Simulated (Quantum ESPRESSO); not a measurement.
# InP (F-43m) in Quantum ESPRESSO: a series of runs

One crystal, InP, is run at these levels: RGE2, PBE; tasks: single point, equation of state, band structure.

Program: Quantum ESPRESSO 7.5. These are calculated values, not measurements. Logs are shortened: lines on timing, memory, paths and dates and some standing lists are left out, and cuts for length are marked.

**Experimental background.**

From a printed reference work, data compilation, for a bulk crystal of InP: bulk modulus 71 GPa; band gap 1.4236 eV (direct) at 1.6 K.

The runs below are set against these values where they give the same quantity.

**1. Starting point**

Symmetry: F-43m, No. 216, cubic system. The conventional cell has a = 5.861 Å, b = 5.861 Å, c = 5.861 Å, α = 90.00°, β = 90.00°, γ = 90.00°. Around In (site symmetry -43m) lie 4 P at 2.54 Å. P (site symmetry -43m) has 4 In at 2.54 Å as nearest neighbours.

**2. Single point, RGE2, 23.66 Å³/atom**

The input, pw.in:

```
&CONTROL
  calculation = 'scf'
  prefix = 'pwscf'
  outdir = './tmp'
  pseudo_dir = './pseudo'
  tprnfor = .true.
  tstress = .true.
  disk_io = 'nowf'
/
&SYSTEM
  ibrav = 0
  nat = 2
  ntyp = 2
  ecutwfc = 70
  nbnd = 15
  input_dft = 'XC-000I-000I-142L-143L-000I-000I'
  occupations = 'smearing'
  smearing = 'fd'
  degauss = 0.00367493
/
&ELECTRONS
  conv_thr = 4d-10
  electron_maxstep = 120
  mixing_beta = 0.5
/
ATOMIC_SPECIES
In   114.8180 In.upf
P     30.9738 P.upf
CELL_PARAMETERS angstrom
   0.0000000000    2.8706770916    2.8706770916
   2.8706770916    0.0000000000    2.8706770916
   2.8706770916    2.8706770916    0.0000000000
ATOMIC_POSITIONS crystal
In     0.0000000000    0.0000000000    0.0000000000
P      0.7500000000    0.7500000000    0.7500000000
K_POINTS automatic
8 8 8 0 0 0
```

Potentials or basis: PseudoDojo 0.4.1 SR PBE standard.

Launch:

```bash
$ OMP_NUM_THREADS=1 pw.x -in pw.in > pw.out
```

pw.out:

```text
This program is part of the open-source Quantum ESPRESSO suite
     for quantum simulation of materials; please cite
         "P. Giannozzi et al., J. Phys.:Condens. Matter 21 395502 (2009);
         "P. Giannozzi et al., J. Phys.:Condens. Matter 29 465901 (2017);
         "P. Giannozzi et al., J. Chem. Phys. 152 154105 (2020);
     in publications or presentations arising from this work. More details at

     IMPORTANT: XC functional enforced from input :
     Exchange-correlation= XC-000I-000I-142L-143L-000I-000I
                           (   0   0 142 143   0   0   0)
     Any further DFT definition will be discarded
     Please, verify this is what you really want

     Message from routine setup:
     using ibrav=0 with symmetry is DISCOURAGED, use correct ibrav instead

     G-vector sticks info
     --------------------
     sticks:   dense  smooth     PW     G-vecs:    dense   smooth      PW
     Sum        1135    1135    337                25125    25125    4015

     Using Slab Decomposition

     bravais-lattice index     =            0
     lattice parameter (alat)  =       7.6718  a.u.
     unit-cell volume          =     319.2858 (a.u.)^3
     number of atoms/cell      =            2
     number of atomic types    =            2
     number of electrons       =        18.00
     number of Kohn-Sham states=           15
     kinetic-energy cutoff     =      70.0000  Ry
     charge density cutoff     =     280.0000  Ry
     scf convergence threshold =      4.0E-10
     mixing beta               =       0.5000
     number of iterations used =            8  plain     mixing
     Exchange-correlation= XC-000I-000I-142L-143L-000I-000I
                           (   0   0 142 143   0   0   0)

     celldm(1)=   7.671817  celldm(2)=   0.000000  celldm(3)=   0.000000
     celldm(4)=   0.000000  celldm(5)=   0.000000  celldm(6)=   0.000000

     crystal axes: (cart. coord. in units of alat)
               a(1) = (   0.000000   0.707107   0.707107 )
               a(2) = (   0.707107   0.000000   0.707107 )
               a(3) = (   0.707107   0.707107   0.000000 )

     reciprocal axes: (cart. coord. in units 2 pi/alat)
               b(1) = ( -0.707107  0.707107  0.707107 )
               b(2) = (  0.707107 -0.707107  0.707107 )
               b(3) = (  0.707107  0.707107 -0.707107 )

     PseudoPot. # 1 for In read from file:
     In.upf
     Pseudo is Norm-conserving + core correction, Zval = 13.0
     Generated using ONCVPSP code by D. R. Hamann
     Using radial grid of 1964 points,  6 beta functions with:
                l(1) =   0
                l(2) =   0
                l(3) =   1
                l(4) =   1
                l(5) =   2
                l(6) =   2

     PseudoPot. # 2 for P  read from file:
     P.upf
     Pseudo is Norm-conserving + core correction, Zval =  5.0
     Generated using ONCVPSP code by D. R. Hamann
     Using radial grid of 1298 points,  6 beta functions with:
                l(1) =   0
                l(2) =   0
                l(3) =   1
                l(4) =   1
                l(5) =   2
                l(6) =   2

     atomic species   valence    mass     pseudopotential
     In               13.00   114.81800     In( 1.00)
     P                 5.00    30.97380     P ( 1.00)

     24 Sym. Ops. (no inversion) found

   Cartesian axes

     site n.     atom                  positions (alat units)
         1        In     tau(   1) = (   0.0000000   0.0000000   0.0000000  )
         2        P      tau(   2) = (   1.0606602   1.0606602   1.0606602  )

     number of k points=    29  Fermi-Dirac smearing, width (Ry)=  0.0037
                       cart. coord. in units 2pi/alat
        k(    1) = (   0.0000000   0.0000000   0.0000000), wk =   0.0039062
        k(    2) = (   0.0883883   0.0883883  -0.0883883), wk =   0.0312500
        k(    3) = (   0.1767767   0.1767767  -0.1767767), wk =   0.0312500
        k(    4) = (   0.2651650   0.2651650  -0.2651650), wk =   0.0312500
        k(    5) = (  -0.3535534  -0.3535534   0.3535534), wk =   0.0156250
        k(    6) = (   0.1767767   0.0000000   0.0000000), wk =   0.0234375
[... 21 lines left out ...]
        k(   28) = (  -0.7071068   0.1767767  -0.0000000), wk =   0.0468750
        k(   29) = (  -0.7071068   0.3535534   0.0000000), wk =   0.0234375

     Dense  grid:    25125 G-vectors     FFT dimensions: (  45,  45,  45)

     WARNING: libxc functional with ID  143 depends
      on external parameters: check the user_guide of
      QE if you need to modify them or to check their
      default values.

     Initial potential from superposition of free atoms

     starting charge      17.9960, renormalised to      18.0000
     Starting wfcs are   13 randomized atomic wfcs +    2 random wfcs

     Self-consistent Calculation

     iteration #  1     ecut=    70.00 Ry     beta= 0.50
     Davidson diagonalization with overlap
     ethr =  1.00E-02,  avg # of iterations =  4.6

     Threshold (ethr) on eigenvalues was too large:
     Diagonalizing with lowered threshold

     Davidson diagonalization with overlap
     ethr =  5.77E-04,  avg # of iterations =  2.2

     total energy              =    -146.35057178 Ry
     estimated scf accuracy    <       0.10176111 Ry

     iteration #  2     ecut=    70.00 Ry     beta= 0.50
     Davidson diagonalization with overlap
     ethr =  5.65E-04,  avg # of iterations =  2.2

     total energy              =    -146.37173957 Ry
     estimated scf accuracy    <       0.00591320 Ry

     iteration #  3     ecut=    70.00 Ry     beta= 0.50
     Davidson diagonalization with overlap
     ethr =  3.29E-05,  avg # of iterations =  5.5

     total energy              =    -146.37215297 Ry
     estimated scf accuracy    <       0.00117940 Ry

     iteration #  4     ecut=    70.00 Ry     beta= 0.50
     Davidson diagonalization with overlap
     ethr =  6.55E-06,  avg # of iterations =  2.8

     total energy              =    -146.37221907 Ry
     estimated scf accuracy    <       0.00002325 Ry

     iteration #  5     ecut=    70.00 Ry     beta= 0.50
     Davidson diagonalization with overlap
     ethr =  1.29E-07,  avg # of iterations =  4.4

     total energy              =    -146.37223122 Ry
     estimated scf accuracy    <       0.00000157 Ry

     iteration #  6     ecut=    70.00 Ry     beta= 0.50
     Davidson diagonalization with overlap
     ethr =  8.71E-09,  avg # of iterations =  2.4

     total energy              =    -146.37223186 Ry
     estimated scf accuracy    <       0.00000009 Ry

     iteration #  7     ecut=    70.00 Ry     beta= 0.50
     Davidson diagonalization with overlap
     ethr =  5.19E-10,  avg # of iterations =  3.2

     total energy              =    -146.37223191 Ry
     estimated scf accuracy    <       0.00000001 Ry

     iteration #  8     ecut=    70.00 Ry     beta= 0.50
     Davidson diagonalization with overlap
     ethr =  6.66E-11,  avg # of iterations =  2.4

     total energy              =    -146.37223191 Ry
     estimated scf accuracy    <          3.9E-09 Ry

     iteration #  9     ecut=    70.00 Ry     beta= 0.50
     Davidson diagonalization with overlap
     ethr =  2.17E-11,  avg # of iterations =  2.1

     End of self-consistent calculation

          k = 0.0000 0.0000 0.0000 (  3143 PWs)   bands (ev):

    -6.3686  -6.3686  -6.3686  -6.1816  -6.1816  -4.0249   7.9584   7.9584
     7.9584   8.9801  11.9915  11.9915  11.9915  16.7439  17.4171

          k = 0.0884 0.0884-0.0884 (  3164 PWs)   bands (ev):

    -6.3941  -6.3594  -6.3594  -6.1815  -6.1815  -3.8266   6.4041   7.7485
     7.7485   9.8390  12.2109  12.2946  12.2946  16.7438  16.7438

          k = 0.1768 0.1768-0.1768 (  3167 PWs)   bands (ev):

    -6.4506  -6.3398  -6.3398  -6.1785  -6.1785  -3.2724   4.3631   7.3368
     7.3368   9.8927  12.7361  12.7361  13.4256  16.5246  16.5246

          k = 0.2652 0.2652-0.2652 (  3160 PWs)   bands (ev):

    -6.5020  -6.3251  -6.3251  -6.1700  -6.1700  -2.5183   2.6271   7.0051
     7.0051   9.6613  12.7717  12.7717  14.7508  17.0225  17.5328

          k =-0.3536-0.3536 0.3536 (  3142 PWs)   bands (ev):

    -6.5221  -6.3207  -6.3207  -6.1647  -6.1647  -2.0724   1.8414   6.8830
     6.8830   9.5657  12.7071  12.7071  15.1015  17.7003  18.7056

          k = 0.1768 0.0000 0.0000 (  3163 PWs)   bands (ev):

    -6.4114  -6.3504  -6.3504  -6.1895  -6.1752  -3.7618   6.4504   7.3752
     7.3752  10.4090  11.3191  12.7939  12.7939  15.6972  17.5611

          k = 0.2652 0.0884-0.0884 (  3161 PWs)   bands (ev):

    -6.4565  -6.3336  -6.3296  -6.1952  -6.1689  -3.3273   4.9058   6.9113
     6.9492  10.7415  11.5231  13.3412  13.4327  15.4975  17.4398

          k = 0.3536 0.1768-0.1768 (  3146 PWs)   bands (ev):

    -6.5014  -6.3210  -6.3127  -6.1909  -6.1624  -2.6254   3.1686   6.4170
     6.6188  10.5328  12.2298  13.5315  13.8188  16.6946  18.0999

          k =-0.2652-0.4419 0.4419 (  3158 PWs)   bands (ev):

    -6.5257  -6.3160  -6.3073  -6.1783  -6.1624  -2.0031   2.0308   6.0096
     6.5985  10.4107  12.3017  13.2798  15.1228  17.2849  18.7339

          k =-0.1768-0.3536 0.3536 (  3162 PWs)   bands (ev):

    -6.5179  -6.3168  -6.3120  -6.1735  -6.1701  -2.1608   2.2982   5.8678
     6.8509  10.4635  12.4737  13.0840  14.9779  17.1746  17.7055

          k =-0.0884-0.2652 0.2652 (  3152 PWs)   bands (ev):

    -6.4808  -6.3275  -6.3241  -6.1855  -6.1710  -2.8780   3.7156   6.0690
     7.2875  10.6409  12.7230  12.8845  13.5662  15.9051  17.7973

          k = 0.0000-0.1768 0.1768 (  3160 PWs)   bands (ev):

    -6.4308  -6.3487  -6.3405  -6.1871  -6.1756  -3.5100   5.3584   6.7470
     7.6969  10.5203  12.1178  12.4437  13.1644  15.8520  16.8918

          k = 0.3536 0.0000 0.0000 (  3178 PWs)   bands (ev):

    -6.4982  -6.3053  -6.3053  -6.2124  -6.1597  -3.0304   4.5672   6.3891
     6.3891  10.3131  11.2198  14.4627  14.4627  14.9458  17.9628

          k = 0.4419 0.0884-0.0884 (  3156 PWs)   bands (ev):

    -6.5341  -6.2895  -6.2840  -6.2185  -6.1529  -2.4428   3.4110   5.7304
     6.0573  10.3541  11.3674  14.2267  14.9650  16.6959  18.4632

          k =-0.1768-0.5303 0.5303 (  3168 PWs)   bands (ev):

    -6.5478  -6.2924  -6.2762  -6.2083  -6.1552  -1.7963   2.3585   4.9744
     6.0314  10.4480  12.4515  14.2138  14.7001  17.7109  18.8322

          k =-0.0884-0.4419 0.4419 (  3171 PWs)   bands (ev):

    -6.5388  -6.3022  -6.2822  -6.1907  -6.1696  -1.6796   2.2064   4.5703
     6.3179  10.6912  12.9873  14.2484  14.9248  16.7968  17.2333

          k = 0.0000-0.3536 0.3536 (  3150 PWs)   bands (ev):

    -6.5136  -6.3122  -6.3020  -6.1836  -6.1760  -2.2418   2.9794   4.8366
     6.8197  11.0589  13.0682  13.6373  13.6414  16.0196  18.6096

          k = 0.5303-0.0000 0.0000 (  3162 PWs)   bands (ev):

    -6.5708  -6.2583  -6.2583  -6.2381  -6.1441  -2.0087   2.8186   5.6574
     5.6574   9.6940  10.5446  16.4105  16.4105  16.4413  18.4833

          k =-0.0884-0.6187 0.6187 (  3166 PWs)   bands (ev):

    -6.5820  -6.2589  -6.2483  -6.2343  -6.1440  -1.5066   2.1694   5.0088
     5.5673   9.8967  10.8720  16.0485  16.5130  17.9476  18.9492

          k = 0.0000-0.5303 0.5303 (  3180 PWs)   bands (ev):

    -6.5655  -6.2786  -6.2565  -6.2167  -6.1565  -1.3464   2.0572   4.2990
     5.8136  10.2063  12.4317  15.6008  15.6269  16.5437  17.9189

          k =-0.7071 0.0000 0.0000 (  3138 PWs)   bands (ev):

    -6.5981  -6.2494  -6.2382  -6.2382  -6.1377  -1.3456   1.9006   5.3950
     5.3950   9.5219  10.1500  17.5612  17.9274  17.9274  18.7587

          k = 0.3536 0.1768 0.0000 (  3151 PWs)   bands (ev):

    -6.4967  -6.3159  -6.3079  -6.2019  -6.1628  -2.8139   3.9384   5.7581
     6.7762  11.3180  11.4973  13.1360  14.2548  15.8323  18.2693

          k =-0.2652-0.4419 0.6187 (  3156 PWs)   bands (ev):

    -6.5263  -6.3093  -6.2900  -6.1970  -6.1624  -2.1197   2.7185   5.1598
     6.3484  11.3023  12.1290  13.2630  14.7629  16.7122  19.0262

          k =-0.1768-0.3536 0.5303 (  3152 PWs)   bands (ev):

    -6.5371  -6.3087  -6.2838  -6.1893  -6.1656  -1.7183   2.0839   5.0155
     6.1433  11.2794  12.0272  13.9390  15.3112  16.5454  18.7720

          k =-0.1768-0.5303 0.7071 (  3163 PWs)   bands (ev):

    -6.5571  -6.2816  -6.2639  -6.2215  -6.1511  -1.8690   2.6556   5.1060
     5.6259  10.7373  11.3294  14.0976  16.4361  16.8220  19.5351

          k =-0.0884-0.4419 0.6187 (  3160 PWs)   bands (ev):

    -6.5578  -6.2905  -6.2575  -6.2106  -6.1594  -1.4184   2.1477   4.5136
     5.4536  11.0985  12.4705  13.8507  15.5560  17.0826  19.3136

          k = 0.0000-0.3536 0.5303 (  3144 PWs)   bands (ev):

    -6.5449  -6.3018  -6.2662  -6.1998  -6.1675  -1.5654   2.3024   4.3789
     5.7937  11.4697  12.8374  13.3174  15.5786  16.4246  18.0335

          k =-0.7071 0.1768-0.0000 (  3176 PWs)   bands (ev):

    -6.5800  -6.2643  -6.2504  -6.2253  -6.1480  -1.2931   1.9800   5.0219
     5.0263  10.5155  11.0714  15.7950  15.8852  18.4364  19.3010

          k =-0.7071 0.3536 0.0000 (  3156 PWs)   bands (ev):

    -6.5587  -6.2937  -6.2508  -6.2079  -6.1634  -1.2390   2.0708   4.6967
     4.7146  12.1903  12.5804  13.6216  14.0836  18.6023  19.4208

     the Fermi energy is     8.4991 ev

!    total energy              =    -146.37223192 Ry
     estimated scf accuracy    <          3.3E-10 Ry
     smearing contrib. (-TS)   =      -0.00000002 Ry
     internal energy E=F+TS    =    -146.37223189 Ry

     The total energy is F=E-TS. E is the sum of the following terms:
     one-electron contribution =     -46.65552938 Ry
     hartree contribution      =      35.72874048 Ry
     xc contribution           =     -43.85532815 Ry
     ewald contribution        =     -91.59011484 Ry

     convergence has been achieved in   9 iterations

     Forces acting on atoms (cartesian axes, Ry/au):

     atom    1 type  1   force =    -0.00000000   -0.00000000    0.00000000
     atom    2 type  2   force =     0.00000000    0.00000000    0.00000000

     Total force =     0.000000     Total SCF correction =     0.000000

     Computing stress (Cartesian axis) and pressure

          total   stress  (Ry/bohr**3)                   (kbar)     P=       69.11
   0.00046981  -0.00000000   0.00000000           69.11       -0.00        0.00
  -0.00000000   0.00046981  -0.00000000           -0.00       69.11       -0.00
   0.00000000  -0.00000000   0.00046981            0.00       -0.00       69.11

=------------------------------------------------------------------------------=
   JOB DONE.
=------------------------------------------------------------------------------=
```

It took 29 s on 1 thread of Arm Neoverse V1, shared host; peak memory 0.08 GiB.

What came out:

* Free energy: -1991.4957 eV
* Pressure: 6.9 GPa
* Band gap on the k mesh: 1.02 eV, direct

Caveat: the potentials were made for another functional, which shifts forces and pressure; spin-orbit coupling is left out, which moves the levels of the heavy elements.

**3. Single point, RGE2, 24.16 Å³/atom**

pw.in: that of step 2 with these lines changed.

```diff
@@ -29,5 +29,5 @@
 CELL_PARAMETERS angstrom
-   0.0000000000    2.8706770916    2.8706770916
-   2.8706770916    0.0000000000    2.8706770916
-   2.8706770916    2.8706770916    0.0000000000
+   0.0000000000    2.8908937935    2.8908937935
+   2.8908937935    0.0000000000    2.8908937935
+   2.8908937935    2.8908937935    0.0000000000
 ATOMIC_POSITIONS crystal
```

Potentials or basis: PseudoDojo 0.4.1 SR PBE standard.

Launch:

```bash
$ OMP_NUM_THREADS=1 pw.x -in pw.in > pw.out
```

Wall time 29 s (1 thread of Arm Neoverse V1, shared host); peak memory 0.08 GiB.

Results (log left out):

```
Free energy            : -1991.5331 eV
Pressure               : 5.0 GPa
Band gap on the k mesh : 0.91 eV, direct
```

Caveat: the potentials were made for another functional, which shifts forces and pressure; spin-orbit coupling is left out, which moves the levels of the heavy elements.

**4. Single point, RGE2, 24.66 Å³/atom**

pw.in: that of step 3 with these lines changed.

```diff
@@ -29,5 +29,5 @@
 CELL_PARAMETERS angstrom
-   0.0000000000    2.8908937935    2.8908937935
-   2.8908937935    0.0000000000    2.8908937935
-   2.8908937935    2.8908937935    0.0000000000
+   0.0000000000    2.9108316221    2.9108316221
+   2.9108316221    0.0000000000    2.9108316221
+   2.9108316221    2.9108316221    0.0000000000
 ATOMIC_POSITIONS crystal
```

Launch:

```bash
$ OMP_NUM_THREADS=1 pw.x -in pw.in > pw.out
```

Run time: 29 s. Hardware: 1 thread of Arm Neoverse V1, shared host; peak memory 0.08 GiB.

The run converged. Its results:

* Free energy: -1991.5593 eV
* Pressure: 3.3 GPa
* Band gap on the k mesh: 0.80 eV, direct

Caveat: the potentials were made for another functional, which shifts forces and pressure; spin-orbit coupling is left out, which moves the levels of the heavy elements.

**5. Single point, RGE2, 25.17 Å³/atom**

pw.in: that of step 4 with these lines changed.

```diff
@@ -29,5 +29,5 @@
 CELL_PARAMETERS angstrom
-   0.0000000000    2.9108316221    2.9108316221
-   2.9108316221    0.0000000000    2.9108316221
-   2.9108316221    2.9108316221    0.0000000000
+   0.0000000000    2.9305000000    2.9305000000
+   2.9305000000    0.0000000000    2.9305000000
+   2.9305000000    2.9305000000    0.0000000000
 ATOMIC_POSITIONS crystal
```

Launch:

```bash
$ OMP_NUM_THREADS=1 pw.x -in pw.in > pw.out
```

It took 29 s on 1 thread of Arm Neoverse V1, shared host; peak memory 0.08 GiB.

It converged, with:

* Free energy: -1991.5755 eV
* Pressure: 1.8 GPa
* Band gap on the k mesh: 0.70 eV, direct

Caveat: the potentials were made for another functional, which shifts forces and pressure; spin-orbit coupling is left out, which moves the levels of the heavy elements.

**6. Single point, RGE2, 25.67 Å³/atom**

pw.in: that of step 5 with these lines changed.

```diff
@@ -29,5 +29,5 @@
 CELL_PARAMETERS angstrom
-   0.0000000000    2.9305000000    2.9305000000
-   2.9305000000    0.0000000000    2.9305000000
-   2.9305000000    2.9305000000    0.0000000000
+   0.0000000000    2.9499078504    2.9499078504
+   2.9499078504    0.0000000000    2.9499078504
+   2.9499078504    2.9499078504    0.0000000000
 ATOMIC_POSITIONS crystal
```

Potentials or basis: PseudoDojo 0.4.1 SR PBE standard.

Launch:

```bash
$ OMP_NUM_THREADS=1 pw.x -in pw.in > pw.out
```

It took 29 s on 1 thread of Arm Neoverse V1, shared host; peak memory 0.08 GiB.

The run converged. Its results:

* Free energy: -1991.5826 eV
* Pressure: 0.5 GPa
* Band gap on the k mesh: 0.59 eV, direct

Caveat: the potentials were made for another functional, which shifts forces and pressure; spin-orbit coupling is left out, which moves the levels of the heavy elements.

**7. Single point, RGE2, 26.17 Å³/atom**

pw.in: that of step 6 with these lines changed.

```diff
@@ -29,5 +29,5 @@
 CELL_PARAMETERS angstrom
-   0.0000000000    2.9499078504    2.9499078504
-   2.9499078504    0.0000000000    2.9499078504
-   2.9499078504    2.9499078504    0.0000000000
+   0.0000000000    2.9690636329    2.9690636329
+   2.9690636329    0.0000000000    2.9690636329
+   2.9690636329    2.9690636329    0.0000000000
 ATOMIC_POSITIONS crystal
```

Launch:

```bash
$ OMP_NUM_THREADS=1 pw.x -in pw.in > pw.out
```

Wall time 32 s (1 thread of Arm Neoverse V1, shared host); peak memory 0.08 GiB.

The run converged. Its results:

```yaml
Free_energy: -1991.5817 eV
Pressure: -0.8 GPa
Band_gap_on_the_k_mesh: 0.49 eV, direct
```

Caveat: the potentials were made for another functional, which shifts forces and pressure; spin-orbit coupling is left out, which moves the levels of the heavy elements.

(Continued in part 2 of 2.)
